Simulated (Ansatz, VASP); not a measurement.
# Cross-check of C215N (N_C) between VASP and Ansatz, part 2 of 2

Wanted: the spread between two codes on one cell, functional and k mesh. The cell is taken from a series of runs on this material, whose earlier steps may have relaxed, scaled, displaced or heated it; both programs get it as it stands.

VASP 6.6.1 and Ansatz 0.2.0.

So far: The structure; Ansatz: single point, LDA.

## 3. VASP: single point, LDA

Level of this step: LDA, spin-polarised from a ferromagnetic start; plane waves and PAW (C, N) (VASP).

The same cell, functional (in two slightly different forms), mesh and smearing now go to VASP, with its own data sets.

Lines of VASP's logs that name or quote its potential files are left out, and so is its time.

INCAR

```
SYSTEM = C215N
PREC = Accurate
ENCUT = 520
EDIFF = 1E-06
NELM = 200
ISMEAR = -1
SIGMA = 0.01
LREAL = Auto
ALGO = Normal
GGA = PW92
NBANDS = 583
ISPIN = 2
MAGMOM = 0 0 0 0 0 0 0 0 0 0 0 0 0 0 0 0 0 0 0 0 0 0 0 0 0 0 0.01 0 0 0 -0 0 0 0 0 0 0 0 0 -0 0 0 0 0 0 0 0 0 0 0 0 0 0 0 0 0 0 0 0.01 0 0 0 0 0 0 0 0 0 0 0 0 0 0 0.01 0 0 0 -0 0 0 0 0 0 0 0 0 0 -0 0 0 0 0 0 0 0 0 0 0 0 0 0 0 0 0 0.03 0.03 0.03 0 -0 -0 0 0 0 0 0 0 0 0 0 0 0 0 0 0 0 0 0 0 0 0 0 0 0 0 0 0.01 0 0 0 0 0 0 0 0 0 0 0 0 0 0 0 0 0.01 0 0 0 0 0 0 0 0 0 0 0 0 0 0 0 0 0 0 0 0 0 0 0 0 0 0 0 0 0 0 0.01 0 0 0 0 0 0 0 0 0 0 0 0 0 0 0 0 0 0 0 0 0 0 0 0 0 0 0 0 0 0 0 0.07
LORBIT = 11
LWAVE = .FALSE.
LCHARG = .FALSE.
ISIF = 2
NUPDOWN = 1
LASPH = .TRUE.
GGA_COMPAT = .FALSE.
```

POSCAR

```
C215N
1.0
   10.5951881554      0.0000000000      0.0000000000
    0.0000000000     10.5951881554      0.0000000000
    0.0000000000      0.0000000000     10.5951881554
C N
215 1
Direct
    0.9995611239      0.9998516125      0.0001452000
    0.9995939969      0.1664638192      0.1667399739
[... 9 atom lines left out ...]
    0.1670937033      0.1673830770      0.3328831981
[... 3 atom lines left out ...]
    0.2511813727      0.2514729640      0.4172797765
[... 10 atom lines left out ...]
    0.1660431131      0.3328636203      0.1664548945
[... 3 atom lines left out ...]
    0.2492094066      0.4173022792      0.2494577468
[... 3 atom lines left out ...]
    0.1666716837      0.3337434986      0.4996921690
    0.1657838401      0.5000591873      0.3333762950
    0.0828713189      0.4167540966      0.4166833551
[... 1 atom line left out ...]
    0.2511839269      0.4161495304      0.5819622548
    0.2492121947      0.5839762632      0.4161363779
[... 3 atom lines left out ...]
    0.1670967919      0.5005513598      0.6660488726
[... 29 atom lines left out ...]
    0.3325797127      0.1663307010      0.1664522182
[... 3 atom lines left out ...]
    0.4170097296      0.2495069564      0.2494570476
[... 3 atom lines left out ...]
    0.3334513913      0.1669583345      0.4996913855
[... 1 atom line left out ...]
    0.4997682748      0.1660720795      0.3333761879
    0.4164618555      0.0831662558      0.4166826845
    0.4158645118      0.2514683462      0.5819654961
[... 1 atom line left out ...]
    0.5836870007      0.2494992254      0.4161354290
[... 3 atom lines left out ...]
    0.5002607926      0.1673831173      0.6660512098
[... 5 atom lines left out ...]
    0.3322718046      0.4997917125      0.1660618664
    0.4994943829      0.3325708778      0.1660628001
[... 1 atom line left out ...]
    0.4161109763      0.4164063460      0.0830665082
    0.4138688995      0.5819106699      0.2515243085
    0.5816214957      0.4141682500      0.2515203434
[... 1 atom line left out ...]
    0.3331621259      0.3334593196      0.3302262200
    0.3331625910      0.5032025127      0.4999785281
    0.5029194161      0.3334437717      0.4999803678
    0.4927487813      0.4930463448      0.3403903371
    0.4170147174      0.5839697844      0.5839268038
    0.5836852599      0.4172933468      0.5839273459
    0.5816188915      0.5819088919      0.4192699183
    0.3334539138      0.3337418247      0.6664764008
[... 2 atom lines left out ...]
    0.4997723003      0.5000572290      0.6673600810
    0.4164671754      0.4167533930      0.7502707273
[... 5 atom lines left out ...]
    0.4996908627      0.6650629509      0.1683732777
[... 5 atom lines left out ...]
    0.3322720583      0.6673736280      0.3336496933
[... 1 atom line left out ...]
    0.4994972201      0.6673710699      0.5008698859
[... 1 atom line left out ...]
    0.4161133159      0.7503649982      0.4170282168
[... 20 atom lines left out ...]
    0.6666899823      0.1663278579      0.5005711228
[... 15 atom lines left out ...]
    0.6647697514      0.4999845198      0.1683731852
[... 6 atom lines left out ...]
    0.6670776914      0.3325636717      0.3336478331
    0.6670790018      0.4997829573      0.5008671348
[... 2 atom lines left out ...]
    0.7500770445      0.4164003812      0.4170291424
[... 3 atom lines left out ...]
    0.6666914145      0.3328644053      0.6671002547
[... 15 atom lines left out ...]
    0.6647697467      0.6650596711      0.3334468926
[... 15 atom lines left out ...]
    0.4234208547      0.4237048574      0.4097241316
```

KPOINTS

```
Automatic mesh
0
Gamma
1 1 1
0 0 0
```

Potentials, in the order of the species: C and N (LDA family, release 64).

The run is started by

```sh
$ export OMP_NUM_THREADS=3
$ mpirun -np 1 vasp_gam
```

Log:

```text
[banner, memory and clock lines left out]
running    1 mpi-ranks, on    1 nodes
[...]
Offloading initialized ...    1 GPUs detected
[...]
|                                                                             |
|               ----> ADVICE to this user running VASP <----                  |
|                                                                             |
|     You enforced a specific xc type in the INCAR file but a different       |
|     [... a line on the potential file left out ...]
|     I HOPE YOU KNOW WHAT YOU ARE DOING!                                     |
|                                                                             |

 LDA part: xc-table for (Slater(with rela. corr.)+PW92), standard interpolation
 POSCAR, INCAR and KPOINTS ok, starting setup
[...]
entering main loop
       N       E                     dE             d eps       ncg     rms          rms(c)
DAV:   1     0.601056758700E+04    0.60106E+04   -0.53075E+05  2332   0.155E+03
DAV:   2    -0.167567192257E+04   -0.76862E+04   -0.71939E+04  3058   0.357E+02
DAV:   3    -0.226228453295E+04   -0.58661E+03   -0.58026E+03  2936   0.933E+01
DAV:   4    -0.227582461793E+04   -0.13540E+02   -0.13474E+02  2880   0.156E+01
[...]
DAV:  13    -0.218139978351E+04   -0.61482E-05   -0.33485E-05  3032   0.108E-02    0.144E-02
DAV:  14    -0.218139978431E+04   -0.80394E-06   -0.12402E-05  2800   0.473E-03    0.627E-03
DAV:  15    -0.218139978448E+04   -0.17260E-06   -0.15942E-06  2048   0.182E-03
   1 F= -.21813998E+04 E0= -.21813997E+04  d E =-.109446E-03  mag=     1.0000
```

From OUTCAR (step 3):

```text
 magnetization (x)
# of ion       s       p       d       tot
------------------------------------------
    1        0.000   0.000   0.000   0.000
    2        0.001   0.000   0.000   0.001
    3        0.001   0.000   0.000   0.001
    4        0.001   0.000   0.000   0.001
    5        0.000   0.000   0.000   0.000
    6        0.001   0.000   0.000   0.001
[...]
214        0.000   0.000   0.000   0.000
  215        0.000   0.000   0.000   0.000
  216        0.061   0.026   0.000   0.087
--------------------------------------------------
tot          0.203   0.260   0.000   0.463
```

The run ends at a pressure of 1.60 GPa, with forces up to 11 eV/Å.

## 4. Comparison

Known differences besides the potentials themselves: VASP starts from the moments at which Ansatz ended; the two LDA forms differ slightly; the cutoff is 420 eV in Ansatz and 520 eV in VASP (PREC = Accurate, projectors in real space); VASP's log shows a relativistic correction to its local exchange, Ansatz's none; site moments are counted in spheres of each program's own size. Total energies have different zeros and are not compared.

Both answers:

| quantity | Ansatz | VASP | difference |
| --- | --- | --- | --- |
| total moment, fixed by the input (μB) | 1.00 | 1.00 | 0.00 |
| moment on N216 (μB) | 0.07 | 0.09 | -0.02 |

Forces on 7 of the 216 atoms, those with the largest forces and the largest differences (eV/Å; atoms numbered as in POSCAR):

| atom | Ansatz x, y, z | VASP x, y, z |
| --- | --- | --- |
| C105 | -0.590, -0.590, -0.603 | -0.579, -0.581, -0.581 |
| C106 | -0.590, 0.603, 0.590 | -0.579, 0.582, 0.580 |
| C107 | 0.603, -0.590, 0.590 | 0.583, -0.582, 0.581 |
| C108 | 6.381, 6.381, -6.381 | 6.434, 6.432, -6.433 |
| C109 | -0.197, -0.189, -0.272 | -0.199, -0.192, -0.273 |
| C110 | -0.189, -0.197, -0.272 | -0.195, -0.194, -0.274 |
| N216 | -5.930, -5.930, 5.930 | -5.995, -5.990, 5.987 |

The forces differ by 7.0 meV/Å r.m.s., which is 1.2 % of the r.m.s. force of 0.606 eV/Å (both taken over all components).

## 5. What came out

```json
{"r.m.s. force difference (single point, LDA)": "1.2 % of the r.m.s. force"}
```

The r.m.s. force difference is 1.2 % of the r.m.s. force (single point, LDA), within the 3 % picked in this series as the mark of a large difference. How closely two codes agree says nothing of how well the functional describes the real material.

[Lines on the potential files, build, host, timing and source positions are cut from VASP's logs without a mark.]

[Logs are printed without paths, hosts, clocks, repeated set-up lines and the standing remarks that a program may print on its own settings, such as how far it seeks lower states.]

[Hosts, paths, dates, database ids (printed as entryN), source tags and the programs' standing remarks are cut or masked in the printed files.]
